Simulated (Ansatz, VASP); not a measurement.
# Hf in VASP and in Ansatz

```
Hf
1.0
     3.21787    0.00000    0.00000
    -1.60893    2.78676    0.00000
     0.00000    0.00000    5.09130
Hf
2
Direct
  0.33333 0.66667 0.25000
  0.66667 0.33333 0.75000
```

Change from the starting cell: volume scaled by 1.02, PAW files.

Alike in both runs: task electric field gradients; functional PBEsol; k mesh 13 × 13 × 7; occupations fermi-dirac, width 0.05 eV; no spin polarisation.

```csv
,VASP,Ansatz
version,VASP 6.6.1,Ansatz 0.2.0
potentials or method,"VASP PAW PBE potentials, release 64 (Hf_pv)","PAW with Ansatz's default frozen-core files, scalar-relativistic"
plane-wave cutoff (eV),520,420
valence electrons in the cell,20,52
```

Ansatz gave:

| Property | Result |
| --- | --- |
| pressure (GPa) | -5.7 |
| largest component of the traceless stress (GPa) | 0.21 |
| Vzz of the field gradient on the site that differs most (V/Å²) | 86.8 |

Which values does VASP return?

Pressure (GPa): -6.0; largest component of the traceless stress (GPa): 0.27; Vzz of the field gradient on the site that differs most (V/Å²): 77.5.

The two sets of potentials don't hold the same shells in valence. Ansatz warned: «gradients_without_spin_orbit».

Caveats: the PAW data sets were made with another functional, which shifts forces and pressure a little (VASP). Spin-orbit coupling is left out, which matters for the levels of Hf.
